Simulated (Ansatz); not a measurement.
# A Sr vacancy in rocksalt SrO, 63 atoms, charge −2

All numbers come from Ansatz (PAW, plane waves, no spin–orbit coupling) at the single k point (¼, ¼, ¼) without its symmetry partners. The atoms were relaxed with PBEsol in a fixed cell; other functionals are single points on those atoms unless said otherwise. The valence top and gap of the host come from its small cell on a dense mesh, with the band extrema sought between the mesh points, lined up by the mean potential, PBEsol gap 3.20 eV, HSE06 gap 4.79 eV. The charge correction uses an assumed dielectric constant of 14.5.

Cell: a = 10.245 Å, b = 10.245 Å, c = 10.245 Å, α = 90.00°, β = 90.00°, γ = 90.00°.

Nearest atoms after relaxation, from the placed atom (for vacancies from the middle of the vacant sites): O at 2.73 Å, O at 2.73 Å, O at 2.73 Å, O at 2.74 Å, O at 2.74 Å, O at 2.74 Å, Sr at 3.51 Å, Sr at 3.52 Å.

Chemical potentials μ are those of reference phases of the elements at zero temperature by the same functional (the usual solids, diamond for C, grey Sn, and the molecules H2, N2, O2, F2, Cl2, Br2 and S8).

```tsv
functional	E(defect) − E(host) − Σ nμ + q·E_VBM (eV)	monopole (eV)	alignment (eV)	formation energy at E_F = VBM (eV)	moment (μB)	wall time, shared host
PBEsol	7.24	0.55	0.09	7.88	0 (no spin)	4.8 s on NVIDIA GB300 (relaxation)
HSE06	9.09	0.55	0.10	9.74	0 (no spin)	22 s on NVIDIA GB300
```

Q: How does the monopole term follow by hand for this cubic cell?

A: q²·α·e²/(4πε₀)/(2εL) with the Madelung constant α = 2.837 and e²/4πε₀ = 14.40 eV·Å: 4 × 2.837 × 14.40 / (2 × 14.5 × 10.245) = 0.55 eV.

HSE06 one-electron levels near the gap (the ten most localised at most), from the host's valence top, not corrected for the charge's images:

| level (eV) | spin | filling | atoms sharing it | element of the atom with most weight |
| --- | --- | --- | --- | --- |
| 0.01 | both | 2.00 | 5.4 | O |
| 0.02 | both | 2.00 | 5.4 | O |
| 5.09 | both | 0.00 | 55.7 | spread |
| 5.09 | both | 0.00 | 55.7 | spread |
| 5.09 | both | 0.00 | 56.2 | spread |

All elements are taken at their own reference at once; growth conditions in equilibrium with the host shift these energies, by up to the host's formation enthalpy.

One k point and a cell of this size can leave errors of several tenths of an eV in such numbers.
